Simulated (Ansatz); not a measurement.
## Point defect: O interstitial in Si

Level of theory: Ansatz 0.2.0, DFT PBE, scalar-relativistic, plane waves, PAW. Settings: 420 eV cutoff, 3×3×3 k-mesh, Gaussian smearing of 0.02 eV, collinear spin in charge +1, -1 alone.

Host crystal, relaxed:

```
Si
1.0
     3.85128    0.00000    0.00000
    -1.92564    3.33531    0.00000
     0.00000    0.00000    6.36502
Si
4
Direct
  0.33333 0.66667 0.06293
  0.66667 0.33333 0.56293
  0.33333 0.66667 0.43707
  0.66667 0.33333 0.93707
```

Supercell of 48 atoms, rows in host cell vectors: -2 -2 1; 2 0 1; 0 2 1. Atoms relax at the host's cell, keeping the symmetry that the supercell leaves at the site. The cell is small, so energies carry finite-size errors of tenths of an eV. The host's Kohn–Sham gap is 0.45 eV. Atoms are taken from and returned to the elements' standard states. Charged cells are corrected for image charges with the computed static dielectric tensor (mean 13.0) and aligned with the host's potential at far atoms (alignment terms reach 0.09 eV). No band-filling term is added, and the Fermi level counts from the host's valence band top.

Starting moments were lost in some runs.

Defect: O interstitial set at (0.000, 0.000, 0.250) of the host cell. Before relaxation its nearest neighbours are 6 Si at 2.52 Å.

```tsv
charge	E_f at the valence band top (eV)	over the neutral state (eV)	moment (μB)	largest move (Å)	atoms near the site
+1	1.51	0.51	0.85	0.14	6 Si at 2.39 Å
0	1.00	0.00	0.00	0.14	6 Si at 2.38 Å
-1	0.75	-0.24	0.00	0.14	6 Si at 2.39 Å
```

Among the charges computed the stable one is -1 at the valence band top and stays so across the gap. In charge +1, 0 the extra carrier would gain by moving to a band edge of the host, so it isn't bound in the gap, though by less than the errors named above. In charge +1, 0, -1 the cell has partly filled bands: a level of the defect may be part filled, the carrier may sit in the host's bands, or levels may cross between the k points, so transitions that involve it are doubtful. Other sites of the defect weren't tried. Fractional moments come from partly filled bands of the small cell.

Cost: 4 runs of about 29 core-minutes in all, on Intel Xeon 6975P-C (Granite Rapids) (shared hosts).